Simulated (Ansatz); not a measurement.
Runs of Ansatz 0.2.0 on HfN. The structure is cubic, space group Fm-3m (No. 225). The conventional cell has a = 4.512 Å, b = 4.512 Å, c = 4.512 Å, α = 90.00°, β = 90.00°, γ = 90.00°. Around Hf (site symmetry m-3m) lie 6 N at 2.26 Å. N (site symmetry m-3m) has 6 Hf at 2.26 Å as nearest neighbours. 

```csv
task,level,potentials or basis,spin,cell,k mesh,cutoff (eV),smearing,gap on the mesh (eV),pressure (GPa),relaxed volume (Å³/atom)
single point,PBE,"all-electron LAPW, scalar-relativistic",off,as given,10 × 10 × 10,344,gaussian 0.029 eV,none,6.7,-
relaxation of cell and atoms,LDA,"all-electron LAPW, scalar-relativistic",off,relaxed,10 × 10 × 10,-,fermi-dirac 0.05 eV,-,0.0,11.15
relaxation of cell and atoms,PBEsol+D4,"all-electron LAPW, scalar-relativistic",off,relaxed,10 × 10 × 10,-,fermi-dirac 0.05 eV,-,0.0,(a)
band structure,RPBE,"all-electron LAPW, scalar-relativistic",off,as given,10 × 10 × 10,343,fermi-dirac 0.05 eV,-,11.3,-
band structure,PBEsol,"all-electron LAPW, relativistic spinors","SOC, no magnetisation",as given,7 × 7 × 7,344,fermi-dirac 0.05 eV,-,-2.0,-
single point,PBE,"all-electron LAPW, scalar-relativistic",off,as given,10 × 10 × 10,344,gaussian 0.015 eV,none,6.7,-
single point,PBE,"all-electron LAPW, scalar-relativistic",off,as given,10 × 10 × 10,344,gaussian 0.028 eV,none,6.7,-
band structure,LDA,"all-electron LAPW, relativistic spinors","SOC, no magnetisation",as given,7 × 7 × 7,343,fermi-dirac 0.05 eV,-,(b),-
band structure,PBEsol,"all-electron LAPW, scalar-relativistic",off,as given,10 × 10 × 10,343,fermi-dirac 0.05 eV,-,-1.9,-
single point,PBE,"all-electron LAPW, scalar-relativistic",off,as given,10 × 10 × 10,344,gaussian 0.012 eV,none,6.7,-
single point,PBE,"all-electron LAPW, scalar-relativistic",off,as given,10 × 10 × 10,344,gaussian 0.017 eV,none,6.7,-
band structure,PBE,"all-electron LAPW, scalar-relativistic",off,as given,10 × 10 × 10,344,fermi-dirac 0.05 eV,-,6.7,-
```

Alike in all rows: basis error allowed 0.001 eV/atom.

Problem. Estimate the missing entries.

Solution. (a) 11.30; (b) -8.3.

Caveats: spin-orbit coupling is left out, which moves the levels of the heavy elements (some runs); the k mesh is thin for a metal, which can move the energy by tens of meV per atom (some runs).

A k mesh can miss the band edges, and rows without SOC leave out spin-orbit coupling on Hf.

A gap of «none» marks a metal or a gap under the smearing width.
